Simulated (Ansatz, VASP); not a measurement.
# One calculation of ZnCu, two programs

File INCAR:

```
SYSTEM = ZnCu
PREC = Accurate
ENCUT = 520
EDIFF = 1E-6
ISMEAR = 0
SIGMA = 0.1
LREAL = .FALSE.
LASPH = .TRUE.
NELM = 100
ALGO = Fast
ISIF = 2
LWAVE = .FALSE.
LCHARG = .FALSE.
GGA = PE
NBANDS = 18
```

KPOINTS

```
Automatic mesh
0
G
  14 14 14
  0 0 0
```

POSCAR

```
ZnCu
1.0
    2.8692251500      0.0000000000      0.0000000000
    0.0000000000      2.8692251500      0.0000000000
    0.0000000000      0.0000000000      2.8692251500
Zn Cu
1 1
Direct
    0.5000000000      0.5000000000      0.5000000000
    0.0000000000      0.0000000000      0.0000000000
```

Input for Ansatz:

```yaml
crystal:
  lattice:
    - [2.86922515, 0.0, 0.0]
    - [0.0, 2.86922515, 0.0]
    - [0.0, 0.0, 2.86922515]
  atoms:
    - { symbol: Zn, position: [0.5, 0.5, 0.5] }
    - { symbol: Cu, position: [0.0, 0.0, 0.0] }
basis:
  ecutwfc: 420
kpoints:
  mp_grid: { grid: [14, 14, 14] }
hamiltonian:
  xc: pbe
scf:
  occupations: { method: gaussian, width: 0.1 }
output:
  forces: true
  stress: true
  eigenvalues: true
  populations: true
```

Alike in both runs: task single point; functional PBE; k mesh 14 × 14 × 14; occupations gaussian, width 0.1 eV; no spin polarisation.

|  | VASP | Ansatz |
| --- | --- | --- |
| version | VASP 6.6.1 | Ansatz 0.2.0 |
| potentials or method | VASP PAW PBE potentials, release 64 (Zn, Cu) | scalar-relativistic, plane waves, PAW |
| plane-wave cutoff (eV) | 520 | 420 |
| valence electrons in the cell | 23 | 31 |

VASP gave:

```
gap on the k mesh at the Fermi level (eV) : none
pressure (GPa)                            : 15.2
```

Question: Which values does Ansatz return?

Answer: gap on the k mesh at the Fermi level (eV): none; pressure (GPa): 14.2.

A gap of «none» marks a metal or a gap that the smearing closes. The functional is the same, so the differences come from potentials, cutoffs and numerics. The two sets of potentials don't hold the same shells in valence.

Caveats: so large a pressure means that the cell lies far from this level's equilibrium, or that cutoff or potentials fall short (VASP).
